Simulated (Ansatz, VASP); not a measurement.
## SiC in VASP and in Ansatz

Contents of INCAR:

```
  PREC = Accurate
  ENCUT = 600
  EDIFF = 1E-6
  ISMEAR = -1
  SIGMA = 0.05
  LREAL = F
  LASPH = T
  NELM = 100
  ALGO = Normal
  ISIF = 3
  LWAVE = F
  LCHARG = F
  GGA = B5
  ALDAX = 1.0
  AGGAX = 1.0
  AGGAC = 1.0
  ALDAC = 0.0
  IVDW = 13
  VDW_S6 = 1.0
  VDW_S8 = 2.34076671
  VDW_A1 = 0.44488865
  VDW_A2 = 4.0933009
  IBRION = 2
  NSW = 40
  EDIFFG = -0.02
```

Contents of KPOINTS:

```
Automatic mesh
0
Gamma
  10 10 3
```

Contents of POSCAR:

```
SiC
1.0
    3.0756941497      0.0000000000      0.0000000000
   -1.5378470748      2.6636292679      0.0000000000
    0.0000000000      0.0000000000     10.0706464800
Si C
4 4
Direct
    0.0000000000      0.0000000000      0.1878943800
    0.0000000000      0.0000000000      0.6878943800
    0.3333333333      0.6666666667      0.4378419800
    0.6666666667      0.3333333333      0.9378419800
    0.0000000000      0.0000000000      0.0004600500
    0.0000000000      0.0000000000      0.5004600500
    0.3333333333      0.6666666667      0.2498025900
    0.6666666667      0.3333333333      0.7498025900
```

The input input.yaml:

```yaml
crystal:
  lattice:
    - [3.0756941497, 0.0, 0.0]
    - [-1.5378470748, 2.6636292679, 0.0]
    - [0.0, 0.0, 10.07064648]
  atoms:
    - { symbol: Si, position: [0.0, 0.0, 0.18789438] }
    - { symbol: Si, position: [0.0, 0.0, 0.68789438] }
    - { symbol: Si, position: [0.3333333333, 0.6666666667, 0.43784198] }
    - { symbol: Si, position: [0.6666666667, 0.3333333333, 0.93784198] }
    - { symbol: C, position: [0.0, 0.0, 0.00046005] }
    - { symbol: C, position: [0.0, 0.0, 0.50046005] }
    - { symbol: C, position: [0.3333333333, 0.6666666667, 0.24980259] }
    - { symbol: C, position: [0.6666666667, 0.3333333333, 0.74980259] }
hamiltonian:
  xc: blyp
  pseudopotentials: { kind: paw }
  dispersion: d4
kpoints:
  mp_grid: { grid: [10, 10, 3] }
scf:
  occupations: { method: fermi_dirac, width: 0.05 }
output:
  forces: true
  stress: true
  write_density: true
  write_potential: true
  elf: true
  volumetric_format: npy
relax:
  f_tol: 0.01
  max_steps: 40
  cell: { stress_tol: 0.05 }
```

The cell is a database's computed one.

Alike in both runs: task relaxation of cell and atoms; functional BLYP; dispersion D4; k mesh 10 × 10 × 3; occupations fermi-dirac, width 0.05 eV; no spin polarisation.

```csv
,VASP,Ansatz
version,VASP 6.6.1,Ansatz 0.2.0
potentials or method,"VASP PAW PBE potentials, release 64 (Si, C)",Ansatz PAW
plane-wave cutoff (eV),600,420
valence electrons in the cell,32,32
```

|  | VASP | Ansatz | Ansatz less VASP |
| --- | --- | --- | --- |
| gap on the k mesh at the Fermi level, each at its own relaxed structure (eV) | 2.54 | 2.53 | -0.009 |
| relaxed volume (Å³/atom) | 10.31 | 10.30 | -0.014 |
| relaxed cell length with the largest relative difference (Å) | 3.076 | 3.074 | -0.0017 |

Caveats: the relaxation stopped at its first step, so nothing moved (VASP); the PAW data sets were made with another functional, which shifts forces and pressure a little (VASP); an odd mesh through Γ misses points on the zone boundary, where band edges often lie (VASP); odd divisions of the mesh miss points on the zone boundary, where band edges often lie, so the gap on the mesh can be too wide (Ansatz); the plane-wave basis is chosen anew once the cell has moved, so the energies of steps on either side of that aren't comparable (Ansatz); the pressure holds a Pulay correction of +0.4 GPa for the finite cutoff (Ansatz); the PAW data sets come from PBE, with cores solved anew for the run's functional, which leaves a small shift of forces and pressure (Ansatz). BLYP gaps usually lie below the measured ones, often by a third to a half.
